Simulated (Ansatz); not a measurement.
## Electron–phonon scattering in Os-Au-Au-Os stack of (111) layers

The plan: relax Os-Au-Au-Os stack of (111) layers, check its phonons, and, if the lattice is stable, compute its Eliashberg function and ρ(T).

Main program and level: Ansatz 0.2.0; DFT PBE, scalar-relativistic, plane waves, PAW; PAW set soft_1.

Most raw output is cut from this account.

In doubt: the program doubts the meshes or the phonons of the coupling sums (step 6), which bears on λ, Tc and transport values.

**1. Set-up**

The cell holds 4 atoms: 2 Os and 2 Au. Its edges and angles: a = 2.885 Å, b = 2.885 Å, c = 18.067 Å, α = 90.0°, β = 90.0°, γ = 120.0°. Vacuum lies along c.

**2. Rough relaxation**

The start is far from rest, so a relaxation with loose thresholds does the first part.

The input, input.yaml:

```yaml
crystal:
  lattice:
    - [2.885, 0.0, 0.0]
    - [-1.4425, 2.49848, 0.0]
    - [0.0, 0.0, 18.06677]
  atoms:
    - { symbol: Os, position: [0.0, 0.0, 0.30442635] }
    - { symbol: Au, position: [0.33333333, 0.66666667, 0.43480878] }
    - { symbol: Au, position: [0.66666667, 0.33333333, 0.56519122] }
    - { symbol: Os, position: [0.0, 0.0, 0.69557365] }
  periodic: [true, true, false]
kpoints:
  mp_grid: { grid: [9, 9, 1] }
hamiltonian:
  xc: pbe
  pseudopotentials: { kind: paw, azcp: { folder: soft_1 } }
scf:
  occupations: { method: gaussian, width: 0.1 }
output:
  forces: true
  stress: true
  eigenvalues: true
relax:
  adjacent_minimum: "off"
  f_tol: 0.05
  max_steps: 80
  cell: { stress_2d_tol: 0.02 }
```

On the command line:

```bash
$ ansatz run input.yaml --threads 4 --pin off --max-ram 12288MiB --backend cpu --events-out ev --progress --plain --runs-dir out
```

Elapsed: 24 s, on 4 threads of Arm Neoverse V1, shared host; peak memory 0.66 GiB; 86 s of CPU time.

The steps of the relaxation:

| step | energy less that of the first step (eV) | largest force component (eV/Å) | volume (Å³) |
| --- | --- | --- | --- |
| 1 | 0.0000 | 0.8260 | 273.43 |
| 2 | -0.4847 | 1.3199 | 247.21 |
| 3 | -0.6875 | 0.2613 | 247.44 |
| 4 | -0.7114 | 0.0560 | 242.73 |
| 5 | -0.7126 | 0.0199 | 243.03 |
| 6 | -0.7127 | 0.0010 | 243.08 |
| 7* | -0.7097 | 0.0013 | 243.08 |

Relaxation steps marked * repeat the geometry before them on a plane-wave basis chosen anew for their cell, so energy and pressure can jump there.

The run keeps the 12 symmetry operations that it works with, so distortions that break them were not tested.

| cell as run | before | after | change |
| --- | --- | --- | --- |
| a (Å) | 2.885 | 2.720 | -5.7 % |
| b (Å) | 2.885 | 2.720 | -5.7 % |

The atoms that moved most (Å, along periodic axes as changes of fractional coordinates times the final cell, across vacuum about the mean position):

| atom | dx | dy | dz | length |
| --- | --- | --- | --- | --- |
| Os1 | 0.000 | 0.000 | -0.177 | 0.177 |
| Os4 | 0.000 | 0.000 | 0.177 | 0.177 |
| Au3 | 0.000 | 0.000 | 0.133 | 0.133 |
| Au2 | 0.000 | 0.000 | -0.133 | 0.133 |

Final coordinates:

```xyz
4
Lattice="2.7202 0.0000 0.0000 -1.3601 2.3557 0.0000 0.0000 0.0000 37.9335" Properties=species:S:1:pos:R:3
Os    0.0000    0.0000    5.3229
Au    0.0000    1.5705    7.7222
Au    1.3601    0.7852   10.3446
Os    0.0000    0.0000   12.7439
```

Numbers from this step:

* metallic on mesh: yes
* gap on the k-mesh: 0 eV

The relaxation ends with a largest force component of 0.0013 eV/Å.

**3. Relaxing cell and atoms**

Lattice constant and positions set the bands and the force constants, so the cell is relaxed first.

input.yaml, the sections that differ from step 2:

```yaml
crystal:
  lattice:
    - [2.7201571953, 0.0, 0.0]
    - [-1.3600785976, 2.3557252334, 0.0]
    - [0.0, 0.0, 37.9335366104]
  atoms:
    - { symbol: Os, position: [0.0, 0.0, 0.1403217016] }
    - { symbol: Au, position: [0.3333333333, 0.6666666667, 0.2035712288] }
    - { symbol: Au, position: [0.6666666667, 0.3333333333, 0.2727031082] }
    - { symbol: Os, position: [0.0, 0.0, 0.3359526355] }
  periodic: [true, true, false]
kpoints:
  mp_grid: { grid: [12, 12, 1] }
relax:
  adjacent_minimum: "off"
  f_tol: 0.005
  max_steps: 80
  cell: { stress_2d_tol: 0.02 }
# hamiltonian, scf, output: as in step 2
```

Wall time 25 s (4 threads); peak memory 0.7 GiB.

The steps of the relaxation:

| step | energy less that of the first step (eV) | largest force component (eV/Å) | volume (Å³) |
| --- | --- | --- | --- |
| 1 | 0.0000 | 0.0521 | 243.08 |
| 2 | 0.0004 | 0.0805 | 242.99 |
| 3 | -0.0006 | 0.0031 | 242.80 |
| 4 | -0.0006 | 0.0048 | 242.86 |
| 5 | -0.0006 | 0.0000 | 242.82 |
| 6 | -0.0006 | 0.0000 | 242.82 |

The log counts 1 steps on a newly chosen plane-wave basis, not all of them marked here; energy and pressure can jump at such steps. Relaxation steps 2, 4 were tried and not accepted.

| cell as run | before | after | change |
| --- | --- | --- | --- |
| a (Å) | 2.720 | 2.719 | -0.1 % |
| b (Å) | 2.720 | 2.719 | -0.1 % |

The atoms that moved most (Å, along periodic axes as changes of fractional coordinates times the final cell, across vacuum about the mean position):

| atom | dx | dy | dz | length |
| --- | --- | --- | --- | --- |
| Os1 | 0.000 | 0.000 | -0.012 | 0.012 |
| Os4 | 0.000 | 0.000 | 0.012 | 0.012 |

Final coordinates:

```xyz
4
Lattice="2.7187 0.0000 0.0000 -1.3594 2.3545 0.0000 0.0000 0.0000 37.9335" Properties=species:S:1:pos:R:3
Os    0.0000    0.0000    5.3113
Au    0.0000    1.5697    7.7223
Au    1.3594    0.7848   10.3445
Os    0.0000    0.0000   12.7555
```

**4. Tight relaxation**

No force is left; the cell is relaxed once more with another smearing and tight thresholds.

input.yaml, the sections that differ from step 3:

```yaml
crystal:
  lattice:
    - [2.7187391597, 0.0, 0.0]
    - [-1.3593695798, 2.3544971786, 0.0]
    - [0.0, 0.0, 37.9335366104]
  atoms:
    - { symbol: Os, position: [0.0, 0.0, 0.1400151901] }
    - { symbol: Au, position: [0.3333333333, 0.6666666667, 0.2035737497] }
    - { symbol: Au, position: [0.6666666667, 0.3333333333, 0.2727005874] }
    - { symbol: Os, position: [0.0, 0.0, 0.3362591469] }
  periodic: [true, true, false]
scf:
  occupations: { method: methfessel_paxton, width: 0.2 }
relax:
  adjacent_minimum: "off"
  f_tol: 0.001
  max_steps: 60
  cell: { stress_2d_tol: 0.002 }
# kpoints, hamiltonian, output: as in step 3
```

Wall time 18 s (4 threads); peak memory 0.7 GiB; 70 s of CPU time.

Little changed from the start: no atom moved by 0.005 Å and no cell edge by 0.1 %.

**5. Lattice stability: q 2×2×1, k 6×6×1**

Before any scattering is computed, the phonons show whether the structure is a minimum.

The input, input.yaml:

```yaml
crystal:
  lattice:
    - [2.7189317153, 0.0, 0.0]
    - [-1.3594658576, 2.3546639366, 0.0]
    - [0.0, 0.0, 37.9335366104]
  atoms:
    - { symbol: Os, position: [0.0, 0.0, 0.1400428291] }
    - { symbol: Au, position: [0.3333333333, 0.6666666667, 0.2035898658] }
    - { symbol: Au, position: [0.6666666667, 0.3333333333, 0.2726844713] }
    - { symbol: Os, position: [0.0, 0.0, 0.336231508] }
  periodic: [true, true, false]
kpoints:
  mp_grid: { grid: [6, 6, 1] }
hamiltonian:
  xc: pbe
  pseudopotentials: { kind: paw, azcp: { folder: soft_1 } }
scf:
  occupations: { method: methfessel_paxton, width: 0.2 }
output:
  eigenvalues: true
phonons:
  method: dfpt
  qmesh: [2, 2, 1]
  temperatures: { t_max: 1000, t_step: 50 }
  qpath:
    path:
      - [0.0, 0.0, 0.0]
      - [0.5, 0.0, 0.0]
      - [0.33333333, 0.33333333, 0.0]
      - [0.0, 0.0, 0.0]
    npoints: 10
```

Run time: 2 min. Hardware: 4 threads; peak memory 1.1 GiB.

This step gave:

```
zero point energy                                                              : 0.07598 eV/cell
share of imaginary modes in the plain interpolation between solved wavevectors : 0
highest frequency, solved or plainly interpolated                              : 214.0 cm⁻¹
```

Solved on the 2×2×1 mesh alone; all other wavevectors are interpolated. Phonon branches along the path, in cm⁻¹:

| point | branch 1 | branch 2 | branch 3 | branch 4 | branch 9 | branch 10 | branch 11 | branch 12 |
| --- | --- | --- | --- | --- | --- | --- | --- | --- |
| Γ | 0 | 0 | 0 | 10 | 57 | 57 | 115 | 134 |
| halfway | 34 | 43 | 48 | 68 | 112 | 121 | 154 | 155 |
| M | 48 | 53 | 58 | 62 | 132 | 137 | 212 | 214 |
| halfway | 42 | 51 | 76 | 82 | 137 | 139 | 203 | 205 |
| K | 42 | 42 | 105 | 105 | 178 | 178 | 178 | 180 |
| halfway | 33 | 58 | 58 | 69 | 113 | 120 | 165 | 165 |
| Γ | 0 | 0 | 0 | 10 | 57 | 57 | 115 | 134 |

Among the solved wavevectors the lowest mode, translations apart, is 9.5 cm⁻¹, so these are real on this k mesh.

**6. Coupling and resistivity: q 2×2×1, k 6×6×1, scattering 12×12×1**

The cheapest meshes give a first estimate and the cost of a run.

input.yaml: that of step 5 with these lines changed.

```diff
@@ -31 +31,6 @@
     npoints: 10
+  electrical_resistivity:
+    mesh: [12, 12, 1]
+    temperatures: [20.0, 50.0, 77.0, 100.0, 150.0, 200.0, 300.0, 400.0, 600.0, 800.0]
+  superconductivity: { mesh: [12, 12, 1], eliashberg_equations: false }
+  electron_occupations: "off"
```

Elapsed: 2.7 min, on 4 threads; peak memory 1.9 GiB.

Numbers from this step:

* cell height: 37.93 Å
* sheet resistance 300K: 180.7 Ω/square, mean in the plane
* resistivity at 300 K: 68.55 μΩ cm, mean of the axes, of the whole cell with its vacuum
* coupling constant λ: 0.8852
* density of states at the Fermi level: 2.564 states/eV a spin and cell
* log mean phonon energy ħω_log: 8.1 meV
* transport coupling constant λ_tr: 1.204, 1.204, 0 (xx, yy, zz)
* Drude plasma energy: 4.311, 4.311, 0 eV (xx, yy, zz), of the whole cell with its vacuum
* second-moment phonon energy ħω₂: 9.934 meV

Solved on the 2×2×1 mesh alone; all other wavevectors are interpolated. The phonon branches at the labelled points (cm⁻¹):

(Unchanged from step 5.)

The Eliashberg function α²F has structure finer than the step of the table below, so its rows give means over 0.5 meV, whole bins alone (the curve runs from 0.104 to 26.4 meV). Peaks (meV: height): α²F 4.87: 0.307, 6.74: 0.506, 7.57: 0.500, 13.99: 0.947; α²F tr 4.66: 0.397, 7.57: 0.643, 13.99: 1.32, 15.03: 1.47, 16.07: 0.642.

The Eliashberg function α²F by phonon energy; means over each step:

| phonon energy (meV) | α²F | α²F tr |
| --- | --- | --- |
| 0.5 | 3.5e-4 | 1.7e-4 |
| 1.0 | 0.00195 | 8.0e-4 |
| 1.5 | 0.00512 | 0.00246 |
| 2.0 | 0.00958 | 0.00548 |
| 2.5 | 0.0169 | 0.0114 |
| 3.0 | 0.0317 | 0.0247 |
| 3.5 | 0.0537 | 0.0511 |
| 4.0 | 0.102 | 0.125 |
| 4.5 | 0.221 | 0.323 |
| 5.0 | 0.268 | 0.340 |
| 5.5 | 0.191 | 0.217 |
| 6.0 | 0.223 | 0.222 |
| 6.5 | 0.416 | 0.464 |
| 7.0 | 0.456 | 0.551 |
| 7.5 | 0.426 | 0.539 |
| 8.0 | 0.289 | 0.336 |
| 8.5 | 0.333 | 0.423 |
| 9.0 | 0.258 | 0.319 |
| 9.5 | 0.217 | 0.258 |
| 10.0 | 0.194 | 0.221 |
| 10.5 | 0.174 | 0.187 |
| 11.0 | 0.169 | 0.173 |
| 11.5 | 0.165 | 0.173 |
| 12.0 | 0.168 | 0.202 |
| 12.5 | 0.158 | 0.227 |
| 13.0 | 0.225 | 0.375 |
| 13.5 | 0.487 | 0.767 |
| 14.0 | 0.822 | 1.16 |
| 14.5 | 0.602 | 1.06 |
| 15.0 | 0.524 | 1.26 |
| 15.5 | 0.232 | 0.602 |
| 16.0 | 0.179 | 0.521 |
| 16.5 | 0.147 | 0.381 |
| 17.0 | 0.0910 | 0.226 |
| 17.5 | 0.0203 | 0.0288 |
| 18.0 | 0.0154 | 0.0191 |
| 18.5 | 0.0132 | 0.0142 |
| 19.0 | 0.0112 | 0.0101 |
| 19.5 | 0.00915 | 0.00730 |
| 20.0 | 0.00665 | 0.00565 |
| 20.5 | 0.00509 | 0.00490 |
| 21.0 | 0.00418 | 0.00460 |
| 21.5 | 0.00355 | 0.00442 |
| 22.0 | 0.00328 | 0.00426 |
| 22.5 | 0.00457 | 0.00539 |
| 23.0 | 0.00801 | 0.00832 |
| 23.5 | 0.0119 | 0.0118 |
| 24.0 | 0.0193 | 0.0185 |
| 24.5 | 0.0133 | 0.0136 |
| 25.0 | 0.00958 | 0.0101 |
| 25.5 | 0.00814 | 0.00842 |
| 26.0 | 0.00690 | 0.00701 |

Of the whole cell with its vacuum, so only the sheet resistance is a property of the layer; the means are those of the plane. Resistivity, by row:

| T (K) | ρ_xx (μΩ cm) | ρ_yy | ρ_zz | ρ by Ziman's lowest order, mean | ρ by relaxation times, mean | within 2 % of the coarser mesh |
| --- | --- | --- | --- | --- | --- | --- |
| 20 | 0.7486 | 0.7486 | - | 1.136 | 0.8266 | no |
| 50 | 7.093 | 7.093 | - | 8.676 | 7.448 | no |
| 77 | 14.37 | 14.37 | - | 16.83 | 14.93 | no |
| 100 | 20.38 | 20.38 | - | 23.63 | 21.1 | no |
| 150 | 32.82 | 32.82 | - | 37.9 | 33.86 | no |
| 200 | 44.88 | 44.88 | - | 51.81 | 46.2 | no |
| 300 | 68.55 | 68.55 | - | 79.37 | 70.36 | no |
| 400 | 92.03 | 92.03 | - | 106.9 | 94.22 | no |
| 600 | 138.6 | 138.6 | - | 161.7 | 141.3 | no |
| 800 | 184.8 | 184.8 | - | 216.1 | 187.9 | no |

The cell's resistivity over its height. Table of sheet resistance, along x by temperature:

| temperature (K) | sheet resistance, along x (Ω/square) |
| --- | --- |
| 20 | 1.97 |
| 50 | 18.7 |
| 77 | 37.9 |
| 100 | 53.7 |
| 150 | 86.5 |
| 200 | 118 |
| 300 | 181 |
| 400 | 243 |
| 600 | 365 |
| 800 | 487 |

Some points of the scattering mesh along the symmetry lines, up to three branches each (those of largest λ), at most 39 rows; the frequencies are those of the scattering step, which can differ from the solved and plainly interpolated ones; single rows converge slowly. Mode couplings:

| q1 | q2 | q3 | branch | ħω (meV) | λ_q | half width (meV) |
| --- | --- | --- | --- | --- | --- | --- |
| 0.1667 | 0 | 0 | 2 | 4.19 | 0.307 | 0.0434 |
| 0.1667 | 0 | 0 | 3 | 4.6 | 0.272 | 0.0463 |
| 0.1667 | 0 | 0 | 7 | 8.68 | 0.125 | 0.0755 |
| 0.4167 | 0 | 0 | 2 | 6.41 | 0.344 | 0.114 |
| 0.4167 | 0 | 0 | 3 | 7.43 | 0.252 | 0.112 |
| 0.4167 | 0 | 0 | 7 | 13.35 | 0.109 | 0.157 |
| 0.4167 | 0.1667 | 0 | 1 | 5.17 | 0.155 | 0.0333 |
| 0.4167 | 0.1667 | 0 | 3 | 9.49 | 0.284 | 0.206 |
| 0.4167 | 0.1667 | 0 | 4 | 10.21 | 0.217 | 0.183 |
| 0.1667 | 0.1667 | 0 | 1 | 4.05 | 0.156 | 0.0205 |
| 0.1667 | 0.1667 | 0 | 2 | 7.15 | 0.128 | 0.0528 |
| 0.1667 | 0.1667 | 0 | 3 | 7.23 | 0.145 | 0.0611 |

The Eliashberg function α²F has structure finer than the step of the table below, so its rows give means over 0.5 meV, whole bins alone (the curve runs from 0.104 to 26.4 meV). Peaks (meV: height): α²F 4.87: 0.307, 6.74: 0.506, 7.57: 0.500, 13.99: 0.947; Os 6.53: 0.401, 7.57: 0.402, 13.99: 0.804; Au 4.87: 0.210, 6.95: 0.157, 8.60: 0.137, 13.99: 0.143, 15.03: 0.119.

Eliashberg function α²F against phonon energy; means over each step:

| phonon energy (meV) | α²F | Os | Au |
| --- | --- | --- | --- |
| 0.5 | 3.5e-4 | 1.5e-4 | 1.3e-4 |
| 1.0 | 0.00195 | 0.00103 | 9.6e-4 |
| 1.5 | 0.00512 | 0.00272 | 0.00245 |
| 2.0 | 0.00958 | 0.00509 | 0.00453 |
| 2.5 | 0.0169 | 0.00896 | 0.00795 |
| 3.0 | 0.0317 | 0.0169 | 0.0148 |
| 3.5 | 0.0537 | 0.0282 | 0.0255 |
| 4.0 | 0.102 | 0.0482 | 0.0539 |
| 4.5 | 0.221 | 0.0813 | 0.140 |
| 5.0 | 0.268 | 0.0986 | 0.170 |
| 5.5 | 0.191 | 0.118 | 0.0728 |
| 6.0 | 0.223 | 0.173 | 0.0503 |
| 6.5 | 0.416 | 0.337 | 0.0793 |
| 7.0 | 0.456 | 0.335 | 0.121 |
| 7.5 | 0.426 | 0.337 | 0.0893 |
| 8.0 | 0.289 | 0.223 | 0.0662 |
| 8.5 | 0.333 | 0.228 | 0.106 |
| 9.0 | 0.258 | 0.200 | 0.0583 |
| 9.5 | 0.217 | 0.179 | 0.0377 |
| 10.0 | 0.194 | 0.162 | 0.0315 |
| 10.5 | 0.174 | 0.146 | 0.0280 |
| 11.0 | 0.169 | 0.141 | 0.0280 |
| 11.5 | 0.165 | 0.135 | 0.0299 |
| 12.0 | 0.168 | 0.134 | 0.0346 |
| 12.5 | 0.158 | 0.119 | 0.0383 |
| 13.0 | 0.225 | 0.163 | 0.0616 |
| 13.5 | 0.487 | 0.390 | 0.0969 |
| 14.0 | 0.822 | 0.696 | 0.127 |
| 14.5 | 0.602 | 0.500 | 0.102 |
| 15.0 | 0.524 | 0.427 | 0.0976 |
| 15.5 | 0.232 | 0.184 | 0.0479 |
| 16.0 | 0.179 | 0.142 | 0.0371 |
| 16.5 | 0.147 | 0.107 | 0.0398 |
| 17.0 | 0.0910 | 0.0622 | 0.0287 |
| 17.5 | 0.0203 | 0.00444 | 0.0158 |
| 18.0 | 0.0154 | 0.00246 | 0.0130 |
| 18.5 | 0.0132 | 0.00160 | 0.0116 |
| 19.0 | 0.0112 | 9.3e-4 | 0.0103 |
| 19.5 | 0.00915 | 4.9e-4 | 0.00868 |
| 20.0 | 0.00665 | 2.8e-4 | 0.00635 |
| 20.5 | 0.00509 | 1.9e-4 | 0.00487 |
| 21.0 | 0.00418 | 1.1e-4 | 0.00400 |
| 21.5 | 0.00355 | 1.0e-4 | 0.00345 |
| 22.0 | 0.00328 | 1.0e-4 | 0.00318 |
| 22.5 | 0.00457 | 1.3e-4 | 0.00444 |
| 23.0 | 0.00801 | 2.1e-4 | 0.00781 |
| 23.5 | 0.0119 | 3.0e-4 | 0.0117 |
| 24.0 | 0.0193 | 3.7e-4 | 0.0190 |
| 24.5 | 0.0133 | 2.1e-4 | 0.0131 |
| 25.0 | 0.00958 | 1.7e-4 | 0.00944 |
| 25.5 | 0.00814 | 1.0e-4 | 0.00800 |
| 26.0 | 0.00690 | 9.7e-5 | 0.00676 |

λ by element:

| share in the modes' patterns | λ |
| --- | --- |
| Os | 0.6238 |
| Au | 0.2614 |

λ by pair of elements:

| motions of the sites of | λ |
| --- | --- |
| Os-Os | 0.8575 |
| Os-Au | -0.1098 |
| Au-Au | 0.1375 |

(Part 1 of 2 ends here.)

[Logs are printed without paths, hosts, clocks, repeated set-up lines and the standing remarks that a program may print on its own settings, such as how far it seeks lower states.]

[Hosts, paths, dates, database ids (printed as entryN), source tags and the programs' standing remarks are cut or masked in the printed files.]
